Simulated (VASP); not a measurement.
CaS3: relaxation of cell and atoms with PBE

Crystal: CaS3.

```xyz
4
Lattice="5.0264 0.0000 0.0000 0.0000 5.0264 0.0000 0.0000 0.0000 4.3879" Properties=species:S:1:pos:R:3 pbc="T T T"
Ca    0.0000    0.0000    0.0000
S     2.5132    2.5132    0.0000
S     0.0000    2.5132    2.1939
S     2.5132    0.0000    2.1939
```

The cell was built by a generator and needn't be a form met in nature.

```
Program                : VASP 6.6.1
Task                   : relaxation of cell and atoms
Functional             : PBE
Potentials or basis    : VASP PAW PBE potentials, release 64 (Ca_sv, S)
Cutoff                 : 600 eV
k mesh                 : 6 × 6 × 6
Occupations            : gaussian, width 0.05 eV
Spin                   : no spin polarisation
Further INCAR settings : ALGO = Normal; EDIFF = 1e-06; IBRION = 2; EDIFFG = -0.01; NSW = 40; ISIF = 3
```

- Relaxed volume: 18.91 Å³/atom
- Relaxed cell: a = 4.602 Å, b = 4.602 Å, c = 3.571 Å, α = 90.00°, β = 90.00°, γ = 90.00°
- Space group after relaxing (to 0.05 Å): P4/mmm (No. 123)
- Energy gained by relaxing: 422.5 meV/atom
- Ionic steps: 11
- Pressure after relaxing: 0.0 GPa
- Band gap on the k mesh: none (metal or under the smearing width)

Step by step:
```csv
step,energy change (eV),largest force (eV/Å),pressure (GPa),volume (Å³)
1,0.0000,0.0000,-10.47,110.86
2,-1.4767,0.0000,-5.35,84.27
3,-1.6362,0.0000,-0.71,76.66
4,-1.6389,0.0000,0.24,75.49
5,-1.6563,0.0000,0.28,75.45
6,-1.6855,0.0000,0.39,75.25
7,-1.6025,0.0000,0.91,74.43
8,-1.6891,0.0000,0.42,75.16
9,-1.6894,0.0000,0.44,75.12
10,-1.6893,0.0000,-0.45,76.16
11,-1.6901,0.0000,-0.01,75.62
```

Final structure:
```xyz
4
Lattice="4.6017 0.0000 0.0000 0.0000 4.6017 0.0000 0.0000 0.0000 3.5713" Properties=species:S:1:pos:R:3 pbc="T T T"
Ca    0.0000    0.0000    0.0000
S     2.3008    2.3008    0.0000
S     0.0000    2.3008    1.7856
S     2.3008    0.0000    1.7856
```

Levels at points of the mesh, in eV from the Fermi level:
```tsv
k point	band 12	band 13	band 14	band 15	band 16	band 17
(0.00, 0.00, 0.00)	-1.25	-0.41	1.23	1.70	1.70	2.16
(0.50, 0.00, 0.00)	-1.81	-1.35	-1.09	0.45	1.62	3.99
(0.50, 0.50, 0.00)	-1.46	-1.46	-1.46	-0.54	-0.04	3.78
(0.00, 0.00, 0.50)	-2.61	-2.61	-2.41	-0.52	-0.52	4.18
(0.50, 0.00, 0.50)	-2.67	-2.16	-2.03	0.87	1.20	4.68
(0.50, 0.50, 0.50)	0.23	0.42	1.19	1.19	1.90	2.93
```

Wall time 3.8 min on 1 thread of Intel(R) Xeon(R) 6975P-C (Granite Rapids) (shared host), peak memory 0.3 GiB.

Caveat: the volume moved by over 15 % at a fixed basis, so the end points are rough.
